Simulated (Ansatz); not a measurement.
# B on Pd(110), ontop start, 2x2 cell: work function, bands and core levels, part 2 of 3

Wanted: core-level shifts and unfolded surface bands for B on Pd(110), ontop start, 2x2 cell. Spin–orbit coupling is left out of the bands throughout.

Ansatz 0.2.0; DFT, PBE, plane-wave PAW, scalar-relativistic; PAW set soft_1.

So far, work function, upper face (eV): step 2 (the clean face) 4.77; step 3 (relaxation) 5.37.

## 4. Layer-resolved bands, DOS and potential (continued)

Peaks of A(k,E) at the labelled points: for each region the eleven nearest the zero at most, each over 6 % of that point's highest, less those above the energy where the solved bands run out; weight and spread sum the levels within three half widths or 0.3 eV, so near peaks share levels. Peaks of the spectral function, the first 40 of 166 rows:

```
point  weight on  E (eV)  A (1/eV)  weight near the peak  rms spread of levels (eV)
    X      total   -2.62     7.397                  5.95                      0.245
    X      total   -2.26     7.019                 7.126                      0.277
    X      total   -1.94     6.525                 5.844                      0.235
    X      total   -1.18     6.406                 4.557                      0.203
    X      total   -0.96     5.791                 5.212                      0.222
    X      total   -0.28     6.723                 5.658                      0.244
    X      total    0.08     6.896                 6.295                      0.217
    X      total    1.28     2.587                 1.035                      0.055
    X      total    1.74     1.813                 0.667                      0.061
    X      total    2.26     0.938                 0.602                      0.194
    X      total    2.96     2.949                 1.873                      0.161
    X        top   -2.64     1.622                 1.239                      0.215
    X        top    -2.3     1.341                 1.422                      0.293
    X        top    -1.7     1.603                 1.124                       0.22
    X        top   -1.24     1.091                 1.204                      0.324
    X        top   -0.92     1.045                 0.938                      0.237
    X        top   -0.26     0.838                 0.716                      0.288
    X        top    0.26     1.016                 0.633                      0.188
    X        top     1.3     0.455                 0.591                      0.188
    X        top    1.74     1.033                 0.471                      0.066
    X        top    2.26     0.492                 0.418                       0.19
    X        top    2.64     0.765                 0.448                      0.209
    X     middle   -2.64     3.105                 2.675                      0.256
    X     middle   -2.28     2.661                 2.634                      0.277
    X     middle   -1.96     2.211                 1.973                      0.234
    X     middle    -1.2     2.224                 1.571                      0.203
    X     middle   -0.92     2.032                 1.862                      0.233
    X     middle   -0.84      2.03                 1.889                      0.258
    X     middle    -0.3     2.918                 2.231                      0.228
    X     middle    1.28     0.681                 0.259                      0.034
    X     middle    1.74     0.452                 0.156                      0.043
    X     middle    2.24     0.212                 0.129                      0.201
    X     middle    2.64     0.266                 0.176                      0.257
    X     bottom    -4.4     2.045                 1.103                      0.115
    X     bottom   -3.78     2.071                 0.963                      0.112
    X     bottom   -3.26     1.563                 1.078                      0.241
    X     bottom   -2.58     2.789                 2.376                      0.221
    X     bottom    -2.2     3.131                 2.911                      0.254
    X     bottom   -1.96     2.938                 2.568                      0.222
    X     bottom   -1.16      3.12                 2.262                      0.189
```

The DOS has structure finer than the step of the table below, so its rows give means over 0.5 eV, whole bins alone (the curve runs from -9.18 to 4.12 eV). Peaks (eV: height): total -6.58: 8.76, -2.17: 55.0, -0.47: 51.2; Pd 4d -2.17: 50.9, -0.47: 47.3; Pd 5p* -4.38: 3.34, 2.62: 6.52; B 2p -0.68: 1.39, 0.62: 2.41, 1.82: 3.51, 2.52: 4.52; B 2s -7.17: 2.19, -6.58: 3.95, -2.27: 1.04.

* holds the states left over by the projection beside any projected weight of its own. Table of DOS by E, zero at the Fermi level; means over each step; values in states/eV/cell:

```
E (eV)  total  Pd 4d  Pd 5p*    B 2p    B 2s    Pd 5s
  -8.0      0      0       0       0  7.4e-6        0
  -7.5  0.612  0.138  0.0429  0.0501   0.370   0.0111
  -7.0   3.17  0.868   0.179   0.330    1.74   0.0560
  -6.5   5.60   2.26   0.242   0.531    2.48   0.0948
  -6.0   3.06   1.38   0.570   0.231   0.839   0.0409
  -5.5   2.23  0.443    1.64  0.0281   0.120  0.00480
  -5.0   5.85   3.81    1.82   0.143  0.0477   0.0300
  -4.5   26.0   22.4    2.81   0.345   0.251    0.173
  -4.0   38.9   35.6    2.00   0.643   0.492    0.176
  -3.5   38.7   35.6    1.68   0.782   0.489   0.0979
  -3.0   42.3   39.5    1.65   0.571   0.615   0.0529
  -2.5   44.8   41.6    1.70   0.720   0.749   0.0271
  -2.0   50.1   46.2    2.19   0.852   0.800   0.0258
  -1.5   40.8   37.3    1.88   0.972   0.591   0.0208
  -1.0   43.6   39.7    1.98    1.28   0.622   0.0271
  -0.5   49.6   45.7    2.25    1.13   0.482   0.0260
   0.0   35.9   32.4    2.43   0.821   0.155   0.0219
   0.5   9.49   3.97    3.50    1.88   0.104   0.0309
   1.0   6.99   1.74    3.35    1.82  0.0546   0.0251
   1.5   8.12   1.54    3.83    2.65  0.0704   0.0296
   2.0   9.27   1.36    4.40    3.41  0.0653   0.0380
   2.5   11.9   1.42    6.02    4.22   0.167   0.0495
   3.0   9.68  0.883    5.53    3.19  0.0543   0.0280
   3.5   9.33  0.701    5.76    2.73   0.121   0.0246
```

Sums over each group's atoms; a table of it gives point samples, which can step over narrow peaks. Table of DOS of the group by E, zero at the Fermi level; 7 of 10 lines; values in states/eV:

```
E (eV)  other layers: Pd 4d  layer 3: Pd 4d  layer 2: Pd 4d  layer 1: Pd 4d  adsorbate: B 2p  adsorbate: B 2s  layer 1: Pd 5s
 -9.12                    0               0               0               0                0                0               0
 -8.53                    0               0               0               0                0                0               0
 -8.12                    0               0               0               0                0                0               0
 -7.53               6.0e-5          4.3e-4          5.4e-4          0.0172          0.00638           0.0507         0.00148
 -6.92              0.00309          0.0214          0.0212           0.716            0.321             1.43          0.0461
 -6.53               0.0128          0.0971           0.100            2.95            0.695             3.51           0.128
 -5.92               0.0240          0.0765           0.108            1.50            0.244            0.957          0.0450
 -5.53               0.0737          0.0361          0.0441           0.148           0.0147           0.0686          7.2e-4
 -4.92                0.499            1.00           0.895            2.50            0.208           0.0434         0.00145
 -4.33                 8.48            9.88            7.64            8.50            0.478            0.416          0.0378
 -3.92                 11.1            9.04            6.43            8.48            0.706            0.474          0.0326
 -3.33                 12.7            6.35            6.16            10.1            0.742            0.515          0.0212
 -2.73                 15.1            7.51            7.88            9.51            0.649            0.541         0.00804
 -2.33                 18.8            9.61            9.40            8.30            0.771             1.01         0.00748
 -1.73                 16.2            6.95            7.74            6.39            0.842            0.559         0.00698
 -1.12                 16.9            7.78            8.72            5.26             1.23            0.678          0.0140
 -0.72                 20.9            7.09            9.83            5.14             1.38            0.552          0.0154
 -0.12                 21.6            9.76            7.18            3.62            0.716            0.218         0.00722
  0.07                 15.4            6.69            5.20            2.02            0.776           0.0826         0.00933
  0.47                 1.15           0.625           0.737           0.626             1.86           0.0853          0.0204
  0.88                0.557           0.381           0.452           0.427             1.71           0.0656          0.0195
  1.48                0.457           0.281           0.351           0.508             2.51           0.0563          0.0213
  1.88                0.271           0.190           0.298           0.633             3.36           0.0633          0.0297
  2.48                0.232           0.169           0.233           0.871             4.39            0.227          0.0506
  3.08                0.142          0.0652           0.119           0.503             3.07           0.0498          0.0231
  3.48                0.101          0.0563          0.0808           0.455             2.96            0.172          0.0193
  4.08                0.122          0.0617          0.0492           0.159            0.829           0.0244          0.0107
```

This run's widths, added to any smearing of the DOS itself: Gaussian 0.1 eV, Lorentzian 0.1 eV plus 0.08 an eV of depth. Table of intensity by binding energy, zero at the Fermi level; values in % of the maximum within 13 eV:

```
binding energy (eV)  21.2 eV  100 eV  1486.7 eV  5414.7 eV  8047.8 eV
               -1.0     2.30    2.26       2.28       2.29       2.30
               -0.5     4.40    4.16       4.42       4.45       4.46
                0.0     45.3    38.5       47.5       48.2       48.3
                0.5     96.8    87.7       97.9       98.9       99.1
                1.0     88.6    84.3       86.8       87.2       87.3
                1.5     83.7    80.9       82.9       83.2       83.3
                2.0     97.4    96.2       97.3       97.4       97.4
                2.5     90.1    90.6       89.6       89.2       89.1
                3.0     84.3    84.4       84.0       83.5       83.5
                3.5     79.0    79.5       76.7       75.8       75.8
                4.0     72.2    72.7       70.5       69.8       70.0
                4.5     48.1    49.4       46.5       46.1       46.4
                5.0     18.5    20.9       16.9       16.9       17.2
                5.5     9.16    15.0       7.28       7.46       7.73
                6.0     10.6    25.7       6.26       6.30       6.56
                6.5     13.5    40.7       6.25       6.26       6.58
                7.0     9.80    32.0       4.08       4.14       4.40
                7.5     4.64    14.7       2.13       2.16       2.28
                8.0     2.09    5.46       1.22       1.22       1.27
                8.5     1.29    2.92      0.864      0.867      0.888
                9.0    0.929    1.89      0.671      0.671      0.685
```

Maxima picked by a test of local sharpness, so broad peaks and shoulders can be missing; peaks within 0.45 eV of a curve's cut are left out. Valence peaks, by row:

```
photon energy (eV)  binding energy (eV)  height (% of the maximum within 13 eV)  main shell  its share (%)
              21.2                 6.55                                   13.63       Pd 4d          43.07
              21.2                 2.15                                     100       Pd 4d          92.22
              21.2                 0.55                                   97.07       Pd 4d          90.82
               100                  6.6                                   41.65        B 2s          82.07
               100                  2.2                                     100       Pd 4d          79.28
               100                 1.25                                    85.6       Pd 4d          78.52
               100                  0.6                                   88.38       Pd 4d          82.16
              1487                 2.15                                     100       Pd 4d           99.5
              1487                 1.25                                   86.65       Pd 4d          99.49
              1487                 0.45                                   98.21       Pd 4d           99.6
              5415                 2.15                                     100       Pd 4d          98.82
              5415                 1.25                                   87.01       Pd 4d          98.77
              5415                 0.45                                   99.26       Pd 4d          98.94
              8048                 2.15                                     100       Pd 4d          98.27
              8048                 1.25                                    87.1       Pd 4d          98.19
              8048                 0.45                                   99.44       Pd 4d          98.42
```

The planar mean, electrostatic potential oscillates, so the rows of the table below give means over windows of 1.41 Å about each position, cut where the curve ends. Its maxima inside the range that stand out by 2 % of the span (Å: eV): 8.2: -6.36, 9.6: -6.68, 11.0: -5.80, 12.4: -7.31, 14.2: 2.24. Its minima: 7.6: -9.61, 8.9: -10.2, 10.3: -10.2, 11.7: -10.3, 13.1: -9.91, 14.9: -0.912.

From the Fermi level. The planar mean, electrostatic potential by z; means over each step:

z (Å), planar mean, electrostatic potential (eV) and a bar from the least value:
```
     0.70        4.9 #############################
     2.11        4.8 #############################
     3.52        4.8 #############################
     4.93        4.7 #############################
     6.34        2.1 #######################
     7.75       -7.7 ##
     9.16       -8.3 #
    10.57       -8.0 #
    11.98       -8.6 
    13.39       -5.7 ######
    14.80        0.6 ####################
    16.21        4.6 ############################
    17.62        5.4 ##############################
    19.03        5.4 ##############################
    20.44        5.4 ##############################
    21.85        5.3 ##############################
```

Shapes are the site's partial DOS without matrix elements, which overweights lines from ligand s bands. Intensity against emission energy less the core level's binding energy, zero at the Fermi level; read off at these points; values in % of the unpolarised maximum:

```
emission energy less the core level's binding energy (eV)   B K  B K, E along x  B K, E along y  B K, E along z  Pd L-beta2
                                                    -9.00  1.11           0.367            1.12            1.86        6.58
                                                    -8.50  1.71           0.473            1.65            3.01        7.87
                                                    -8.00  3.17           0.675            2.87            5.98        9.60
                                                    -7.50  8.50            1.26            7.04            17.2        11.9
                                                    -7.00  20.4            2.35            18.8            40.2        15.0
                                                    -6.58  27.8            3.09            24.4            56.0        18.3
                                                    -6.50  27.5            3.03            24.3            55.1        19.1
                                                    -6.00  18.2            2.26            17.4            34.8        24.7
                                                    -5.50  9.75            2.86            11.3            15.1        32.8
                                                    -5.00  14.4            6.32            26.9            9.96        44.4
                                                    -4.50  27.0            22.0            46.0            12.9        58.6
                                                    -4.00  44.2            48.3            71.3            13.1        72.7
                                                    -3.50  53.6            74.8            72.4            13.6        84.3
                                                    -3.00  46.1            46.9            71.8            19.6        92.8
                                                    -2.68  50.7            43.8            81.3            26.9        96.7
                                                    -2.50  54.3            51.2            74.0            37.8        98.2
                                                    -2.00  64.3            68.5            56.0            68.3       100.0
                                                    -1.50  73.8            63.0            65.5            92.9        97.9
                                                    -1.00  95.0            66.2            36.9             182        92.3
                                                    -0.78  99.7            63.8            35.0             200        88.2
                                                    -0.50  87.2            51.7            34.8             175        81.2
                                                     0.00  31.4            20.0            12.2            49.9        63.8
                                                     0.50  2.80            2.03            1.81            4.32        45.4
                                                     1.00  1.50            1.15            1.14            2.15        31.5
```

Sums over each group's atoms; left-over states aren't shared out by site. Site centres, by row:

```
       group  element  shell  occupied states  centre of occupied part (eV)  centre up to the window's top (eV)
   adsorbate        B     2s            5.401                         -4.53                              -4.131
   adsorbate        B     2p            4.488                        -2.651                              0.7625
     layer 1       Pd     5s           0.1772                            -5                              -2.385
     layer 1       Pd     4d            36.88                        -2.911                              -2.612
     layer 2       Pd     5s          0.06903                        -3.919                              -3.246
     layer 2       Pd     4d            37.46                        -2.225                              -2.051
     layer 3       Pd     5s          0.07466                        -3.912                              -3.575
     layer 3       Pd     4d            37.41                        -2.355                              -2.184
other layers       Pd     5s           0.1161                        -3.416                              -3.086
other layers       Pd     4d            74.92                         -1.97                              -1.827
```

Shapes are the site's partial DOS without matrix elements, which overweights lines from ligand s bands. Emission peaks, by row:

```
          line  energy (eV)  height (%)
           B K        -6.55       27.88
           B K         -3.5       53.76
           B K        -0.75         100
B K, E along x        -3.45       75.83
B K, E along x           -2       68.76
B K, E along x        -1.15       67.93
B K, E along y        -6.55       24.43
B K, E along y        -3.75       77.78
B K, E along y         -2.7       81.57
B K, E along y        -1.55       66.57
B K, E along y        -0.55       35.51
B K, E along z        -6.55       56.11
B K, E along z        -4.25        13.9
B K, E along z        -0.75       201.4
    Pd L-beta2        -2.05         100
```

Recipe: projected DOS times atomic cross section and asymmetry factor (linear light, 0° from the polarisation), occupied states only, Fermi edge at 300 K, a Lorentzian width of 0.1 eV growing by 0.08 eV per eV of binding energy, and a resolution of 0.1 eV. Each atom is damped by exp[−depth/(λ cos θ)], θ = 45° from the normal, λ from the universal curve. Curves are cut 10 eV under the photon energy, above any shell that the free atom's threshold puts out of reach, or at the lower edge of the window: 9.2 eV at 21.2 eV, 9.2 eV at 100 eV, 9.2 eV at 1486.7 eV, 9.2 eV at 5414.7 eV and 9.2 eV at 8047.8 eV. A star in tables and legends marks shells that hold the states left over by the projection (5.5 % of the filled ones), a stand-in for orbitals that the files don't project on. Matrix elements of the solid and inelastic losses aren't modelled, nor non-dipole terms, which matter above 3 keV.

How the area divides among the shells (%):

```
shell  21.2 eV  100 eV  1486.7 eV  5414.7 eV  8047.8 eV
 B 2s      4.3    24.0        0.4        0.6        0.7
 B 2p      5.9     3.6        0.0        0.0        0.0
Pd 4d     89.4    72.3       99.2       98.2       97.3
```

Cross sections used, in Mb an electron:

```
shell  21.2 eV  100 eV  1486.7 eV  5414.7 eV  8047.8 eV
 B 2s     0.80    0.12     1.4e-4     2.8e-6     7.9e-7
 B 2p      1.6   0.027     2.4e-6     1.4e-8     2.6e-9
Pd 4d      2.7   0.034     0.0016     2.7e-5     6.2e-6
```

Regions along c: top from 12.6 to 18.9 Å, middle from 9.9 to 12.6 Å, bottom from 3.5 to 9.9 Å.

The largest force component on a free atom is 0.012 eV/Å, so the atoms are at rest for these settings too. At the Fermi level the DOS is 40.10 states/eV a cell, and on the broadened curves Pd 4d holds 93 % of the total there.

(Continued in part 3 of 3.)

[Logs are printed without paths, hosts, clocks, repeated set-up lines and the standing remarks that a program may print on its own settings, such as how far it seeks lower states.]

[Hosts, paths, dates, database ids (printed as entryN), source tags and the programs' standing remarks are cut or masked in the printed files.]

[Maps of the electrostatic potential energy from Ansatz leave out the sawtooth potential of an applied field or a dipole correction, so their vacuum need not be flat; work functions include it.]
